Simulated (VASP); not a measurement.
# CdSe (P6_3mc) in VASP: notebook

The runs below take CdSe through single point, with PBE.

Everything below comes from runs of VASP 6.6.1. Logs are shortened: lines on timing, memory, paths and dates and some standing lists are left out, and cuts for length are marked.

**The experiment to reproduce.**

From a printed reference work, data compilation, for a bulk crystal of CdSe at 2 K: band gap 1.841 eV.

How close the calculation comes is told below.

### 1 The cell of the first run

The structure is hexagonal, space group P6_3mc (No. 186). The conventional cell has a = 4.294 Å, b = 4.294 Å, c = 7.008 Å, α = 90.00°, β = 90.00°, γ = 120.00°. Within 3.5 Å of Cd (site symmetry 3m) lie 4 Se at 2.63 Å. Within 3.5 Å of Se (site symmetry 3m) lie 4 Cd at 2.63 Å.

### 2 Single point, PBE (27.97 Å³/atom)

Input file INCAR:

```
SYSTEM = CdSe
PREC     = Accurate       ! precision mode
ENCUT    = 520            ! plane-wave cutoff, eV
EDIFF    = 1E-6           ! SCF threshold, eV
ISMEAR   = 0              ! smearing method
SIGMA    = 0.01           ! smearing width, eV
LREAL    = .False.        ! projectors in reciprocal space
LASPH    = .True.         ! aspherical terms in the spheres
NELM     = 80             ! most SCF steps
ALGO     = Normal         ! electronic algorithm
ISIF     = 2              ! what is computed and relaxed
LWAVE    = .False.        ! write WAVECAR
LCHARG   = .False.        ! write CHGCAR
GGA      = PE             ! functional
NBANDS   = 26             ! bands
```

Input file KPOINTS:

```
regular mesh
0
Gamma
  6 6 4
  0 0 0
```

Input file POSCAR:

```
CdSe
1.0
    4.2938977708      0.0000000000      0.0000000000
   -2.1469488854      3.7186245507      0.0000000000
    0.0000000000      0.0000000000      7.0075139984
Cd Se
2 2
Direct
    0.3333333333      0.6666666667      0.0045810698
    0.6666666667      0.3333333333      0.5045810698
    0.3333333333      0.6666666667      0.3804189302
    0.6666666667      0.3333333333      0.8804189302
```

Potentials or basis: VASP PAW PBE potentials, release 64 (Cd, Se).

Command:

```console
cat potpaw_PBE.64/Cd/POTCAR potpaw_PBE.64/Se/POTCAR > POTCAR
mpirun -np 1 vasp_std > vasp.out
```

OUTCAR:

```text
SYSTEM = CdSe
   PREC = Accurate
   ENCUT = 520
   EDIFF = 1E-6
   ISMEAR = 0
   LREAL = .False.
   LASPH = .True.
   NELM = 80
   ISIF = 2
   GGA = PE

 ion  position               nearest neighbor table
   1  0.333  0.667  0.005-   4 2.63   4 2.63   4 2.63   3 2.63
   2  0.667  0.333  0.505-   3 2.63   3 2.63   3 2.63   4 2.63
   3  0.333  0.667  0.380-   2 2.63   2 2.63   2 2.63   1 2.63
   4  0.667  0.333  0.880-   1 2.63   1 2.63   1 2.63   2 2.63

  LATTYP: Found a hexagonal cell.
 ALAT       =     4.2938977708
 C/A-ratio  =     1.6319703851

  Lattice vectors:

 A1 = (   4.2938977708,   0.0000000000,   0.0000000000)
 A2 = (  -2.1469488854,   3.7186245507,   0.0000000000)
 A3 = (   0.0000000000,   0.0000000000,   7.0075139984)

Analysis of symmetry for initial positions (statically):
=====================================================================
 Subroutine PRICEL returns:
 Original cell was already a primitive cell.

 Routine SETGRP: Setting up the symmetry group for a
 hexagonal supercell.

 Subroutine GETGRP returns: Found 12 space group operations
 (whereof  6 operations were pure point group operations)
 out of a pool of 24 trial point group operations.

The static configuration has the point symmetry C_3v.
 The point group associated with its full space group is C_6v.

Analysis of symmetry for dynamics (positions and initial velocities):
=====================================================================
 Subroutine PRICEL returns:
 Original cell was already a primitive cell.

 Routine SETGRP: Setting up the symmetry group for a
 hexagonal supercell.

 Subroutine GETGRP returns: Found 12 space group operations
 (whereof  6 operations were pure point group operations)
 out of a pool of 24 trial point group operations.

The dynamic configuration has the point symmetry C_3v.
 The point group associated with its full space group is C_6v.

 Subroutine INISYM returns: Found 12 space group operations
 (whereof  6 operations are pure point group operations),
 and found     1 'primitive' translations

----------------------------------------------------------------------------------------

                                     Primitive cell

  volume of cell :     111.8917

  direct lattice vectors                    reciprocal lattice vectors
     4.293897771  0.000000000  0.000000000     0.232888637  0.134458317  0.000000000
    -2.146948885  3.718624551  0.000000000     0.000000000  0.268916635  0.000000000
     0.000000000  0.000000000  7.007513998     0.000000000  0.000000000  0.142703960

  length of vectors
     4.293897771  4.293897771  7.007513998     0.268916635  0.268916635  0.142703960

  position of ions in fractional coordinates (direct lattice)
     0.333333333  0.666666667  0.004581070
     0.666666667  0.333333333  0.504581070
     0.333333333  0.666666667  0.380418930
     0.666666667  0.333333333  0.880418930

  ion indices of the primitive-cell ions
   primitive index   ion index
                 1           1
                 2           2
                 3           3
                 4           4

----------------------------------------------------------------------------------------

 KPOINTS: regular mesh

Automatic generation of k-mesh.
 Grid dimensions read from file:
 generate k-points for:    6    6    4

 Generating k-lattice:

  Cartesian coordinates                     Fractional coordinates (reciprocal lattice)
     0.038814773  0.022409720  0.000000000     0.166666667  0.000000000  0.000000000
     0.000000000  0.044819439  0.000000000     0.000000000  0.166666667  0.000000000
     0.000000000  0.000000000  0.035675990     0.000000000  0.000000000  0.250000000

  Length of vectors
     0.044819439  0.044819439  0.035675990

  Shift w.r.t. Gamma in fractional coordinates (k-lattice)
     0.000000000  0.000000000  0.000000000

 Subroutine IBZKPT returns following result:
 ===========================================

 Found     21 irreducible k-points:

 Following reciprocal coordinates:
            Coordinates               Weight
  0.000000  0.000000  0.000000      1.000000
  0.166667  0.000000  0.000000      6.000000
  0.333333  0.000000  0.000000      6.000000
  0.500000  0.000000  0.000000      3.000000
  0.166667  0.166667  0.000000      6.000000
  0.333333  0.166667  0.000000     12.000000
[... 13 lines left out ...]
  0.333333  0.166667  0.500000     12.000000
  0.333333  0.333333  0.500000      2.000000
   k-points           NKPTS =     21   k-points in BZ     NKDIM =     21   number of bands    NBANDS=     26
   number of dos      NEDOS =    301   number of ions     NIONS =      4
   total plane-waves  NPLWV =  55296
   dimension x,y,z NGX =    32 NGY =   32 NGZ =   54
   dimension x,y,z NGXF=    64 NGYF=   64 NGZF=  108
   ions per type =               2   2
   NGX,Y,Z   is equivalent  to a cutoff of  12.39, 12.39, 12.81 a.u.
   NGXF,Y,Z  is equivalent  to a cutoff of  24.78, 24.78, 25.62 a.u.
 SYSTEM =  CdSe
   PREC   = accura    normal or accurate (medium, high low for compatibility)
   ISTART =      0    job   : 0-new  1-cont  2-samecut
   ICHARG =      2    charge: 1-file 2-atom 10-const
   ISPIN  =      1    spin polarized calculation?
   LNONCOLLINEAR =      F non collinear calculations
   LSORBIT =      F    spin-orbit coupling
   LASPH  =      T    aspherical Exc in radial PAW
   ENCUT  =  520.0 eV  38.22 Ry    6.18 a.u.   7.98  7.98 13.03*2*pi/ulx,y,z
   NELM   =     80;   NELMIN=  2; NELMDL= -5     # of ELM steps
   EDIFF  = 0.1E-05   stopping-criterion for ELM
   LREAL  =      F    real-space projection
   EDIFFG = 0.1E-04   stopping-criterion for IOM
   NSW    =      0    number of steps for IOM
   IBRION =     -1    ionic relax: 0-MD 1-quasi-New 2-CG
   NFREE  =      0    steps in history (QN), initial steepest desc. (CG)
   ISIF   =      2    stress and relaxation
   ISYM   =      2    0-nonsym 1-usesym 2-fastsym
   POTIM  = 0.5000    time-step for ionic-motion
   TEBEG  =    0.0;   TEEND  =   0.0 temperature during run
   PSTRESS=    0.0 pullay stress
   NELECT =      36.0000    total number of electrons
   NUPDOWN=      -1.0000    fix difference up-down
   EMIN   =  10.00;   EMAX   =-10.00  energy-range for DOS
   EFERMI =   0.00;   METHOD = LEGACY
   ISMEAR =     0;   SIGMA  =   0.01  broadening in eV -4-tet -1-fermi 0-gaus
   EFERMI_NEDOS =   21; number of points for ismear=-14 and -15
   IALGO  =     38    algorithm
   IMIX   =      4    mixing-type and parameters
     AMIX     =   0.40;   BMIX     =  1.00
     AMIX_MAG =   1.60;   BMIX_MAG =  1.00
  volume/ion in A,a.u.               =      27.97       188.77
  Fermi-wavevector in a.u.,A,eV,Ry     =   1.121785  2.119866 17.121596  1.258402
  Thomas-Fermi vector in A             =   2.258441
   LORBIT       =      0    0 simple, 1 ext, 2 COOP (PROOUT), +10 PAW based schemes
   GGA     = PE    functional components
   LHFCALC =     F    Hartree Fock is set to
   AEXX    =    0.0000 exact exchange contribution
   IVDW    =     0    specifies the selected vdW correction
   LEPSILON=     F    determine dielectric tensor
   LRPA    =     F    only Hartree local field effects (RPA)
 non-spin polarized calculation
 Gauss-broadening in eV      SIGMA  =   0.01
  energy-cutoff  :      520.00
  volume of cell :      111.89
 maximum number of plane-waves:      3042
 NGX is ok and might be reduce to    32
   NGX = 15   NGY = 15   NGZ = 27

 number of electron      35.9999994 magnetization

 Free energy of the ion-electron system (eV)
  ---------------------------------------------------
  ext. energy  EPLUGINS =         0.00000000
  ---------------------------------------------------
  free energy    TOTEN  =       -10.91076291 eV

  energy without entropy =      -10.91076291  energy(sigma->0) =      -10.91076291

 E-fermi :   1.0373     XC(G=0):  -8.9042

 val. band max:        0.9921688849   @ k =   0.0000   0.0000   0.0000
 cond. band min:       1.6701463673   @ k =   0.0000   0.0000   0.0000
 fundamental gap:      0.6779774824
 Fermi energy:         1.0372503112

 k-point     1 :       0.0000    0.0000    0.0000
  band No.  band energies     occupation
      1     -11.6401      2.00000
      2     -11.2578      2.00000
      3      -6.9557      2.00000
      4      -6.9496      2.00000
      5      -6.9496      2.00000
      6      -6.8808      2.00000
[... 18 lines left out ...]
     25       8.0193      0.00000
     26       8.7311      0.00000

 k-point     2 :       0.1667    0.0000    0.0000
  band No.  band energies     occupation
      1     -11.5564      2.00000
      2     -11.2203      2.00000
      3      -6.9298      2.00000
      4      -6.9204      2.00000
      5      -6.8850      2.00000
      6      -6.8415      2.00000
[... 18 lines left out ...]
     25       8.2767      0.00000
     26       8.6532      0.00000

 k-point     3 :       0.3333    0.0000    0.0000
  band No.  band energies     occupation
      1     -11.3738      2.00000
      2     -11.1572      2.00000
      3      -6.8855      2.00000
      4      -6.8744      2.00000
      5      -6.7692      2.00000
      6      -6.7571      2.00000
[... 18 lines left out ...]
     25       8.8318      0.00000
     26       9.2492      0.00000

 k-point     4 :       0.5000    0.0000    0.0000
  band No.  band energies     occupation
      1     -11.2643      2.00000
      2     -11.1424      2.00000
      3      -6.8709      2.00000
      4      -6.8593      2.00000
      5      -6.7185      2.00000
      6      -6.7020      2.00000
[... 18 lines left out ...]
     25       8.9573      0.00000
     26      10.7218      0.00000

 k-point     5 :       0.1667    0.1667    0.0000
  band No.  band energies     occupation
      1     -11.4224      2.00000
      2     -11.1708      2.00000
      3      -6.8921      2.00000
      4      -6.8848      2.00000
      5      -6.7925      2.00000
      6      -6.7898      2.00000
[... 18 lines left out ...]
     25       8.8527      0.00000
     26       9.0154      0.00000

 k-point     6 :       0.3333    0.1667    0.0000
  band No.  band energies     occupation
      1     -11.2658      2.00000
      2     -11.1426      2.00000
      3      -6.8812      2.00000
      4      -6.8374      2.00000
      5      -6.7340      2.00000
      6      -6.7228      2.00000
[... 340 lines left out ...]
 k-point    18 :       0.5000    0.0000    0.5000
  band No.  band energies     occupation
      1     -11.1962      2.00000
      2     -11.1962      2.00000
      3      -6.8406      2.00000
      4      -6.8406      2.00000
      5      -6.7858      2.00000
      6      -6.7858      2.00000
[... 18 lines left out ...]
     25       8.9388      0.00000
     26       8.9388      0.00000

 k-point    19 :       0.1667    0.1667    0.5000
  band No.  band energies     occupation
      1     -11.2914      2.00000
      2     -11.2914      2.00000
      3      -6.8499      2.00000
      4      -6.8499      2.00000
      5      -6.8281      2.00000
      6      -6.8281      2.00000
[... 18 lines left out ...]
     25       8.5136      0.00000
     26       8.5136      0.00000

 k-point    20 :       0.3333    0.1667    0.5000
  band No.  band energies     occupation
      1     -11.1970      2.00000
      2     -11.1970      2.00000
      3      -6.8240      2.00000
      4      -6.8240      2.00000
      5      -6.7919      2.00000
      6      -6.7919      2.00000
[... 18 lines left out ...]
     25       8.9896      0.00000
     26       8.9896      0.00000

 k-point    21 :       0.3333    0.3333    0.5000
  band No.  band energies     occupation
      1     -11.1663      2.00000
      2     -11.1663      2.00000
      3      -6.8013      2.00000
      4      -6.8013      2.00000
      5      -6.7910      2.00000
      6      -6.7910      2.00000
[... 18 lines left out ...]
     25       9.8446      0.00000
     26       9.8659      0.00000

------------------------ aborting loop because EDIFF is reached ----------------------------------------

  FORCE on cell =-STRESS in cart. coord.  units (eV):
  Direction    XX          YY          ZZ          XY          YZ          ZX
  --------------------------------------------------------------------------------------
  -------------------------------------------------------------------------------------
  Total        2.4575106      2.4575106      2.4372669      0.0000000      0.0000000      0.0000000
  in kB       35.1890845     35.1890845     34.8992155      0.0000000      0.0000000      0.0000000
  external PRESSURE =      35.0924615 kB  Pullay stress =       0.0000000 kB

 VOLUME and BASIS-vectors are now :
 -----------------------------------------------------------------------------
  energy-cutoff  :      520.00
  volume of cell :      111.89
      direct lattice vectors                 reciprocal lattice vectors
     4.293897771  0.000000000  0.000000000     0.232888637  0.134458317  0.000000000
    -2.146948885  3.718624551  0.000000000     0.000000000  0.268916635  0.000000000
     0.000000000  0.000000000  7.007513998     0.000000000  0.000000000  0.142703960

 POSITION                                       TOTAL-FORCE (eV/Angst)
 -----------------------------------------------------------------------------------
     -0.00000      2.47908      0.03210        -0.000000      0.000000      0.010194
      2.14695      1.23954      3.53586        -0.000000     -0.000000      0.010194
     -0.00000      2.47908      2.66579         0.000000     -0.000000     -0.010194
      2.14695      1.23954      6.16955        -0.000000     -0.000000     -0.010194
 -----------------------------------------------------------------------------------
    total drift:                               -0.000000     -0.000000      0.000021

  FREE ENERGIE OF THE ION-ELECTRON SYSTEM (eV)
  ---------------------------------------------------
  free  energy   TOTEN  =       -10.9107629100 eV

  energy  without entropy=      -10.9107629100  energy(sigma->0) =      -10.91076291
```

Run time: 46 s. Hardware: 1 thread of Intel Xeon Platinum 8488C (Sapphire Rapids), shared host; peak memory 0.25 GiB.

What came out:

```
Free energy            : -10.9108 eV
Pressure               : 3.5 GPa
Largest force          : 0.010 eV/Å
Band gap on the k mesh : 0.68 eV
```

Forces in eV/Å, atoms in the order of the input:
```
Cd   0.000  0.000  0.010
Cd   0.000  0.000  0.010
Se   0.000  0.000 -0.010
Se   0.000  0.000 -0.010
```

Caveat: the cell stands under pressure.

(Continued in part 2 of 2.)
